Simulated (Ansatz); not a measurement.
# ZrC/GaN/HfN: current against voltage, part 2 of 4

Aim: the current through ZrC/GaN/HfN at finite bias, with the potential solved under that bias. The lower electrode is ZrC rock salt(111), the upper one HfN rock salt(111); the barrier is GaN zinc blende(111) (whole bilayers). In the first transport cell, after relaxation, the nearest pair of electrode and barrier is C–N at 3.39 Å, at a slant, too long for a bond, at the lower face and N–Ga at 1.99 Å, along the normal, at the upper one. A gap without bonds adds to the barrier. All share a net of side 3.33 Å, which strains the lower electrode by +0.0 %, the upper one by +4.0 % and the barrier by +3.5 %, against typed lattice constants near PBE's. The first steps treat the bulk electrodes alone.

Ansatz 0.2.0; PBE DFT, plane waves, PAW files (the session's first sound run).

So far. Step 2 (Layer spacing of the electrode, electrode ZrC rock …): Little changed from the start: no atom moved by 0.005 Å and no cell edge by 0.1 %.

## (4) Relaxing the interfaces

System of this step: ZrC/GaN/HfN. The cell holds 14 atoms: 2 Zr, 2 C, 5 N, 3 Ga and 2 Hf. Cell: a = 3.330 Å, b = 3.330 Å, c = 32.740 Å, α = 90.0°, β = 90.0°, γ = 120.0°. Vacuum lies along c.

Tunnelling depends exponentially on distance, so the interfaces are relaxed first. A short slab in vacuum serves: only the barrier and the layers next to it are taken over, and later cells can add or drop layers in the barrier's middle. The dipole correction removes the field that unlike faces would set up across the vacuum.

Contents of input.yaml:

```yaml
crystal:
  lattice:
    - [3.33, 0.0, 0.0]
    - [-1.665, 2.8838645946, 0.0]
    - [0.0, 0.0, 32.7395057568]
  atoms:
    - { symbol: Zr, position: [0.33333333, 0.66666667, 0.2443531084] }
    - { symbol: C, position: [0.66666667, 0.33333333, 0.2858868765] }
    - { symbol: Zr, position: [0.0, 0.0, 0.3274206445] }
    - { symbol: C, position: [0.33333333, 0.66666667, 0.3689544125] }
    - { symbol: "N", position: [0.66666667, 0.33333333, 0.4025529649] }
    - { symbol: Ga, position: [0.0, 0.0, 0.4221206916] }
    - { symbol: "N", position: [0.0, 0.0, 0.4808238717] }
    - { symbol: Ga, position: [0.33333333, 0.66666667, 0.5003915984] }
    - { symbol: "N", position: [0.33333333, 0.66666667, 0.5590947784] }
    - { symbol: Ga, position: [0.66666667, 0.33333333, 0.5786625051] }
    - { symbol: "N", position: [0.66666667, 0.33333333, 0.6391398995] }
    - { symbol: Hf, position: [0.0, 0.0, 0.6779755635] }
    - { symbol: "N", position: [0.33333333, 0.66666667, 0.7168112275] }
    - { symbol: Hf, position: [0.66666667, 0.33333333, 0.7556468916] }
kpoints:
  mp_grid: { grid: [8, 8, 1] }
scf:
  occupations: { method: fermi_dirac, width: 0.1 }
  max_iter: 150
hamiltonian:
  xc: pbe
efield:
  axis: 3
  dipole_correction: true
relax:
  f_tol: 0.04
  max_steps: 60
output:
  forces: true
```

Run with:

```console
> ansatz run input.yaml --threads 4 --pin off --max-ram 16384MiB --backend cpu --events-out ev --progress --plain --runs-dir out
```

Numbers of over 12 decimals in the logs are rounded to 6 here.

What it wrote:

```text
[...]
Crystal: 14 atoms, lattice volume = 314.406 Å³
Basis set: ecut = 420 eV, 6229 PW (Γ), exchange–correlation on 48×48×450 points (8 copies of the dense FFT grid, shifted against one another)
Bands: 89, of which v1, the nominal top of the filled ones, is band 74 counted from 1 (73 counted from 0)
Symmetry: 6 space group operations
[...]
k-points: 10 of 64 (time reversal used)
[...]
SCF iter   1: F=—  HF=-53582.139360 eV  |F-HF|=—  |Δ(HF+E_count)|=         —  Δρ=9.47e-3  dr2=8.67e0  ethr=1.77e-3  p=-0.044 e·Å  D=-2.53e-2 V/Å  ΔV_dip=0.83 eV  dr2_dipole=1.02e1  V_vac-E_F(+/−)=5.22/4.39 eV  ⟨swp⟩=6.9  Hψ=3532  notcnv=0  defer=6
efield: sawtooth ramp at fractional position 0.9500 (placed from the atoms, in the widest stretch of the axis that holds none; the zero of the levels goes with the place), width 0.1000; the density the first Hamiltonian is built on has a dipole p = -0.044 e·Å; the dipole correction subtracts the counter field D = -2.53e-2 V/Å, which shifts the + side's vacuum level by +0.83 eV against the − side's; the planar-averaged density in the ramp window peaks in size at 9.0e-5 e/Å³
[...]
SCF iter   2: F=—  HF=-53582.028305 eV  |F-HF|=—  |Δ(HF+E_count)|=   1.11e-1  Δρ=5.05e-3  dr2=1.82e-1  ethr=1.77e-3  p=-0.020 e·Å  D=-1.14e-2 V/Å  ΔV_dip=0.37 eV  dr2_dipole=5.92e-3  V_vac-E_F(+/−)=4.68/4.31 eV  ⟨swp⟩=2.1  Hψ=1152  notcnv=0  defer=27
[...]
SCF iter   8: F=-53582.016577 eV  HF=-53582.016594 eV  |F-HF|=1.74e-5  |Δ(HF+E_count)|=   6.85e-6  Δρ=5.03e-5  dr2=2.05e-5  ethr=2.70e-8  p=-0.023 e·Å  D=-1.32e-2 V/Å  ΔV_dip=0.43 eV  dr2_dipole=4.00e-7  V_vac-E_F(+/−)=4.65/4.22 eV  ⟨swp⟩=3.8  Hψ=3544  notcnv=0
WARN: efield: at this solve's end the planar-averaged density reaches 1.73e-5 e/Å³ inside the ramp window [0.9195, 0.0805] (bound 1e-5 e/Å³); the window's nearer edge stands 5.36 Å from this solve's nearest atom along the axis. Its work functions, free energy, forces, stress, dipole, levels and responses can be off, and this figure does not tell by how much. A short vacuum, a low `basis.ecutwfc` or `basis.ecutrho_ratio` and negative occupations (`scf.occupations.method`) can put density there. See the manual's quickstart, § The vacuum guard
SCF 1 converged in 8 iterations: F = -53582.016577 eV  dr2 = 2.05e-5
[...]
relax step   1: F+E_penalty+E_count = -53582.01657701 eV  Δ(F+E_penalty+E_count) = +0.000e0 eV  max|allowed force component| = 3.275e0 eV/Å  Δτ_max = 0.0000 Å  (8 SCF iters, dr2 threshold 4.00e-5 eV, accepted)
[...]
SCF iter   1: F=—  HF=-53582.880287 eV  |F-HF|=—  |Δ(HF+E_count)|=         —  Δρ=1.56e-2  dr2=2.31e1  ethr=3.10e-3  p=-0.023 e·Å  D=-1.32e-2 V/Å  ΔV_dip=0.43 eV  dr2_dipole=1.61e1  V_vac-E_F(+/−)=4.61/4.18 eV  ⟨swp⟩=4.2  Hψ=2350  notcnv=0  defer=8
efield: sawtooth ramp at fractional position 0.9500 (handed on by an earlier solve), width 0.1000; the density the first Hamiltonian is built on has a dipole p = -0.023 e·Å; the dipole correction subtracts the counter field D = -1.32e-2 V/Å, which shifts the + side's vacuum level by +0.43 eV against the − side's; the planar-averaged density in the ramp window peaks in size at 2.1e-5 e/Å³
[...]
SCF iter   2: F=—  HF=-53582.637120 eV  |F-HF|=—  |Δ(HF+E_count)|=   2.43e-1  Δρ=9.58e-3  dr2=5.53e-1  ethr=3.10e-3  p=-0.026 e·Å  D=-1.52e-2 V/Å  ΔV_dip=0.50 eV  dr2_dipole=2.13e-1  V_vac-E_F(+/−)=4.57/4.07 eV  ⟨swp⟩=3.5  Hψ=1404  notcnv=0  defer=23
[...]
SCF iter   8: F=-53582.553603 eV  HF=-53582.553626 eV  |F-HF|=2.29e-5  |Δ(HF+E_count)|=   1.06e-5  Δρ=7.10e-5  dr2=2.64e-5  ethr=6.76e-8  p=-0.019 e·Å  D=-1.10e-2 V/Å  ΔV_dip=0.36 eV  dr2_dipole=4.12e-6  V_vac-E_F(+/−)=4.59/4.23 eV  ⟨swp⟩=3.9  Hψ=3835  notcnv=0
[...]
SCF 2 converged in 8 iterations: F = -53582.553603 eV  dr2 = 2.64e-5
relax step   2: F+E_penalty+E_count = -53582.55360345 eV  Δ(F+E_penalty+E_count) = -5.370e-1 eV  max|allowed force component| = 1.566e0 eV/Å  Δτ_max = 0.1946 Å  (8 SCF iters, dr2 threshold 1.00e-4 eV, accepted)
[...]
SCF iter   7: F=-53582.931804 eV  HF=-53582.931821 eV  |F-HF|=1.71e-5  |Δ(HF+E_count)|=   1.32e-6  Δρ=5.05e-5  dr2=1.89e-5  ethr=6.76e-8  p=-0.023 e·Å  D=-1.33e-2 V/Å  ΔV_dip=0.44 eV  dr2_dipole=9.34e-7  V_vac-E_F(+/−)=4.65/4.21 eV  ⟨swp⟩=3.7  Hψ=3523  notcnv=0
[...]
SCF 3 converged in 7 iterations: F = -53582.931804 eV  dr2 = 1.89e-5
relax step   3: F+E_penalty+E_count = -53582.93180373 eV  Δ(F+E_penalty+E_count) = -3.782e-1 eV  max|allowed force component| = 2.812e0 eV/Å  Δτ_max = 0.1039 Å  (7 SCF iters, dr2 threshold 1.00e-4 eV, accepted)
[... from here on, the SCF cycles and remarks between the steps are left out ...]
relax step   4: F+E_penalty+E_count = -53583.53779802 eV  Δ(F+E_penalty+E_count) = -6.060e-1 eV  max|allowed force component| = 1.914e0 eV/Å  Δτ_max = 0.1964 Å  (8 SCF iters, dr2 threshold 1.00e-4 eV, accepted)
relax step   5: F+E_penalty+E_count = -53584.08830307 eV  Δ(F+E_penalty+E_count) = -5.505e-1 eV  max|allowed force component| = 9.554e-1 eV/Å  Δτ_max = 0.1947 Å  (8 SCF iters, dr2 threshold 1.00e-4 eV, accepted)
relax step   6: F+E_penalty+E_count = -53584.26680751 eV  Δ(F+E_penalty+E_count) = -1.785e-1 eV  max|allowed force component| = 4.992e-1 eV/Å  Δτ_max = 0.2000 Å  (7 SCF iters, dr2 threshold 1.00e-4 eV, accepted)
relax step   7: F+E_penalty+E_count = -53584.36023288 eV  Δ(F+E_penalty+E_count) = -9.343e-2 eV  max|allowed force component| = 4.482e-1 eV/Å  Δτ_max = 0.1919 Å  (7 SCF iters, dr2 threshold 6.21e-5 eV, accepted)
relax step   8: F+E_penalty+E_count = -53584.38939692 eV  Δ(F+E_penalty+E_count) = -2.916e-2 eV  max|allowed force component| = 2.134e-1 eV/Å  Δτ_max = 0.1210 Å  (6 SCF iters, dr2 threshold 5.48e-5 eV, accepted)
relax step   9: F+E_penalty+E_count = -53584.40113255 eV  Δ(F+E_penalty+E_count) = -1.174e-2 eV  max|allowed force component| = 1.368e-1 eV/Å  Δτ_max = 0.1748 Å  (9 SCF iters, dr2 threshold 1.03e-5 eV, accepted)
relax step  10: F+E_penalty+E_count = -53584.40449547 eV  Δ(F+E_penalty+E_count) = -3.363e-3 eV  max|allowed force component| = 4.138e-2 eV/Å  Δτ_max = 0.0359 Å  (6 SCF iters, dr2 threshold 4.25e-6 eV, accepted)
SCF iter   1: F=—  HF=-53584.406614 eV  |F-HF|=—  |Δ(HF+E_count)|=         —  Δρ=1.38e-3  dr2=4.44e-2  ethr=1.49e-4  p=-0.031 e·Å  D=-1.80e-2 V/Å  ΔV_dip=0.59 eV  dr2_dipole=7.93e-3  V_vac-E_F(+/−)=4.67/4.08 eV  ⟨swp⟩=2.9  Hψ=1339  notcnv=0  defer=31
[...]
SCF iter   9: F=-53584.404870 eV  HF=-53584.404870 eV  |F-HF|=9.35e-8  |Δ(HF+E_count)|=   1.69e-7  Δρ=2.63e-6  dr2=9.28e-8  ethr=6.76e-11  p=-0.031 e·Å  D=-1.81e-2 V/Å  ΔV_dip=0.59 eV  dr2_dipole=2.00e-8  V_vac-E_F(+/−)=4.67/4.07 eV  ⟨swp⟩=5.0  Hψ=3450  notcnv=0
[...]
SCF 11 converged in 9 iterations: F = -53584.404870 eV  dr2 = 9.28e-8
relax step  11: F+E_penalty+E_count = -53584.40487030 eV  Δ(F+E_penalty+E_count) = -3.748e-4 eV  max|allowed force component| = 2.386e-2 eV/Å  Δτ_max = 0.0126 Å  (9 SCF iters, accepted)
SCF converged after 9 iterations
Free energy (F): -53584.404870 eV
[...]
Internal energy: -53584.103997 eV  (E = F + TS)
E sigma→0 (E₀):  -53584.254434 eV
Entropy (-TS):   -0.300874 eV (-21.491 meV/atom)
Fermi energy:    6.043670 eV
Dipole field:    D = -0.018222 V/Å  (p = -0.031660 e·Å, saw-weighted, corrected)
Work function:   Φ+ = 4.6691 eV   Φ− = 4.0716 eV
Levels:          The Fermi level and band energies are counted from a zero that moves with the ramp; work functions are not
Vacuum region:   at the solve's end the planar-averaged density reaches 8.39e-5 e/Å³ inside the ramp window [0.9195, 0.0805] (bound 1e-5 e/Å³)
[...]
--- Forces (eV/Å), atoms counted from 1 ---
  atom   1  Zr     0.00000000    -0.00000000     0.02386636
  atom   2  C      0.00000000     0.00000000    -0.01499231
  atom   3  Zr    -0.00000000    -0.00000000    -0.01369421
  atom   4  C      0.00000000     0.00000000    -0.00285821
  atom   5  N      0.00000000    -0.00000000    -0.01158516
  atom   6  Ga     0.00000000     0.00000000     0.01401284
  atom   7  N      0.00000000    -0.00000000    -0.00838632
  atom   8  Ga     0.00000000     0.00000000     0.00832476
  atom   9  N      0.00000000    -0.00000000    -0.00152942
  atom  10  Ga     0.00000000     0.00000000     0.01019834
  atom  11  N     -0.00000000     0.00000000    -0.00730707
  atom  12  Hf     0.00000000     0.00000000    -0.00196492
  atom  13  N      0.00000000    -0.00000000     0.01490920
  atom  14  Hf     0.00000000     0.00000000    -0.00897256
  max |Σ_I F_I| component: 2.13e-5 eV/Å
--- Relaxed structure (11 steps of the walk, 11 accepted, 0 SCFs on fresh bases) ---
  F+E_penalty+E_count = -53584.40487030 eV   max|allowed force component| = 2.386e-2 eV/Å
  atoms:
    - { symbol: Zr, position: [0.333333, 0.666667, 0.226935] }
    - { symbol: C, position: [0.666667, 0.333333, 0.256052] }
    - { symbol: Zr, position: [-1.954437770159844e-17, 0, 0.309515] }
    - { symbol: C, position: [0.333333, 0.666667, 0.334655] }
    - { symbol: N, position: [0.666667, 0.333333, 0.419843] }
    - { symbol: Ga, position: [8.852369596608935e-18, 0, 0.430231] }
    - { symbol: N, position: [1.4131543473207808e-17, 0, 0.493770] }
    - { symbol: Ga, position: [0.333333, 0.666667, 0.510533] }
    - { symbol: N, position: [0.333333, 0.666667, 0.572000] }
    - { symbol: Ga, position: [0.666667, 0.333333, 0.589746] }
    - { symbol: N, position: [0.666667, 0.333333, 0.650655] }
    - { symbol: Hf, position: [3.399247446564658e-18, 0, 0.681090] }
    - { symbol: N, position: [0.333333, 0.666667, 0.723259] }
    - { symbol: Hf, position: [0.666667, 0.333333, 0.761550] }
```

The job ended after 72 s (4 threads of Arm Neoverse V1, shared host; peak memory 1 GiB).

Relaxation path:

| step | energy less that of the first step (eV) | largest force component (eV/Å) |
| --- | --- | --- |
| 1 | 0.0000 | 3.2752 |
| 2 | -0.5370 | 1.5660 |
| 3 | -0.9152 | 2.8118 |
| 4 | -1.5212 | 1.9138 |
| 5 | -2.0717 | 0.9554 |
| 6 | -2.2502 | 0.4992 |
| 7 | -2.3437 | 0.4482 |
| 8 | -2.3728 | 0.2134 |
| 9 | -2.3846 | 0.1368 |
| 10 | -2.3879 | 0.0414 |
| 11 | -2.3883 | 0.0239 |

The run keeps the 6 symmetry operations that it works with, so distortions that break them were not tested.

The atoms that moved most (Å):

| atom | dx | dy | dz | length |
| --- | --- | --- | --- | --- |
| C4 | 0.000 | 0.000 | -1.123 | 1.123 |
| C2 | 0.000 | 0.000 | -0.977 | 0.977 |
| Zr3 | 0.000 | 0.000 | -0.586 | 0.586 |
| Zr1 | 0.000 | 0.000 | -0.570 | 0.570 |
| N5 | 0.000 | 0.000 | 0.566 | 0.566 |
| N7 | 0.000 | 0.000 | 0.424 | 0.424 |
| N9 | 0.000 | 0.000 | 0.423 | 0.423 |
| N11 | 0.000 | 0.000 | 0.377 | 0.377 |

This step gave:

| Item | Value |
| --- | --- |
| free energy | -53584.4049 eV |
| Fermi energy | 6.044 eV |

The largest force component on a free atom ends at 0.024 eV/Å. At one or more of this run's solves the program warned of density in the dipole ramp over its bound, where dipole, forces and levels can be off.

(Continued in part 3 of 4.)

[Logs are printed without paths, hosts, clocks, repeated set-up lines and the standing remarks that a program may print on its own settings, such as how far it seeks lower states.]

[Hosts, paths, dates, database ids (printed as entryN), source tags and the programs' standing remarks are cut or masked in the printed files.]
